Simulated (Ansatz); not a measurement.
# CuO: the cost of one run

Computed with Ansatz 0.2.0 (DFT PBE+U, PAW, plane waves, scalar-relativistic; U − J = 4 eV on Cu d, unless a step's input says otherwise).

## Step 1: The starting structure

It takes space group C2/c (No. 15, monoclinic). The conventional cell has a = 4.684 Å, b = 3.423 Å, c = 5.129 Å, α = 90.00°, β = 99.54°, γ = 90.00°. Cu (site symmetry -1) is surrounded by 4 O at 1.95 to 1.96 Å. Around O (site symmetry 2) lie 4 Cu at 1.95 to 1.96 Å.

Coordinates:

```cif
data_structure
_symmetry_space_group_name_H-M 'C2/c'
_symmetry_Int_Tables_number 15
_cell_length_a 4.6837
_cell_length_b 3.4226
_cell_length_c 5.1288
_cell_angle_alpha 90.000
_cell_angle_beta 99.540
_cell_angle_gamma 90.000
_cell_volume 81.08
loop_
_atom_site_label
_atom_site_type_symbol
_atom_site_symmetry_multiplicity
_atom_site_Wyckoff_symbol
_atom_site_fract_x
_atom_site_fract_y
_atom_site_fract_z
_atom_site_occupancy
Cu1 Cu 4 c 0.25000 0.25000 0.00000 1
O1 O 4 e 0.50000 0.91840 0.25000 1
```

Labels such as O4 number the atoms in the order of the input file.

The first starts: parallel moments, plain SCF; opposed moments +-, plain SCF; no spin polarisation; spin on, no moments given (the program may seed its own), plain SCF. What is tried next depends on their ends.

A plain SCF has the search for lower states switched off and ends at the first converged state. Ends within 0.2 meV/atom and 0.1 μB count as one state.

The total moment includes the space between the atomic spheres.

## Step 2: Parallel moments, plain SCF

input.yaml reads:

```yaml
crystal:
  lattice:
    - [2.34185, -1.7113, 0.0]
    - [2.34185, 1.7113, 0.0]
    - [-0.85003, 0.0, 5.05787]
  atoms:
    - { symbol: Cu, position: [0.0, 0.5, 0.0], spin: 1.0 }
    - { symbol: Cu, position: [0.5, 0.0, 0.5], spin: 1.0 }
    - { symbol: O, position: [0.5816, 0.4184, 0.25] }
    - { symbol: O, position: [0.4184, 0.5816, 0.75] }
magnetization:
  spin_polarized: true
hamiltonian:
  xc: pbe
  pseudopotentials: { kind: paw }
  hubbard: { sites: [{ species: Cu, l: d, u_eff: 4.0 }] }
basis:
  ecutwfc: 420
kpoints:
  mp_grid: { grid: [7, 7, 4] }
scf:
  occupations: { method: fermi_dirac, width: 0.02 }
  lower_state_search: "off"
output:
  forces: true
  stress: true
  write_density: true
  write_potential: true
  elf: true
  volumetric_format: npy
```

Launch:

```
$ ansatz run input.yaml --threads 2 --pin off --max-ram 5120MiB --backend cpu --events-out ev --progress --plain --runs-dir out
```

What time and memory should one allow on 2 threads of Intel Xeon 6975P-C (Granite Rapids), shared host?

About 6.6 s, with a peak of 0.51 GiB.
